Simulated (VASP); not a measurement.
TiC:

```xyz
2
Lattice="3.0421 0.0000 0.0000 -1.5210 2.6345 0.0000 0.0000 0.0000 2.6980" Properties=species:S:1:pos:R:3 pbc="T T T"
Ti    0.0000    0.0000    1.3490
C     0.0000    1.7564    0.0000
```

The cell was built by a generator and needn't be a form met in nature.

```yaml
Program: VASP 6.6.1
Task: relaxation of cell and atoms
Functional: LDA
Potentials_or_basis: VASP PAW LDA potentials, release 64 (Ti_sv, C)
Cutoff: 600 eV
k_mesh: 10 × 10 × 10
Occupations: fermi-dirac, width 0.05 eV
Spin: no spin polarisation
```

At the start: pressure -11.0 GPa; volume 10.81 Å³/atom.

Problem. How do energy, volume and symmetry change on relaxing?

Solution. Over 6 steps the energy falls by 18.8 meV/atom and the volume is 10.28 Å³/atom (-4.9 %); space group P-6m2 (No. 187, to 0.05 Å).

The path:
| step | energy change (eV) | largest force (eV/Å) | pressure (GPa) | volume (Å³) |
| --- | --- | --- | --- | --- |
| 1 | 0.0000 | 0.0001 | -10.99 | 21.62 |
| 2 | 0.0229 | 0.0000 | 16.57 | 19.38 |
| 3 | -0.0371 | 0.0001 | -0.19 | 20.60 |
| 4 | -0.0372 | 0.0001 | -0.05 | 20.58 |
| 5 | -0.0376 | 0.0000 | 0.01 | 20.56 |
| 6 | -0.0377 | 0.0000 | -0.01 | 20.55 |

Final structure:
```yaml
crystal:
  lattice:
    - [2.98632, -0.00001, 0.00000]
    - [-1.49316, 2.58622, 0.00000]
    - [0.00000, 0.00000, 2.66113]
  atoms:
    - { symbol: Ti, position: [0.00000, 0.00000, 0.50000] }
    - { symbol: C, position: [0.33333, 0.66667, 0.00000] }
```
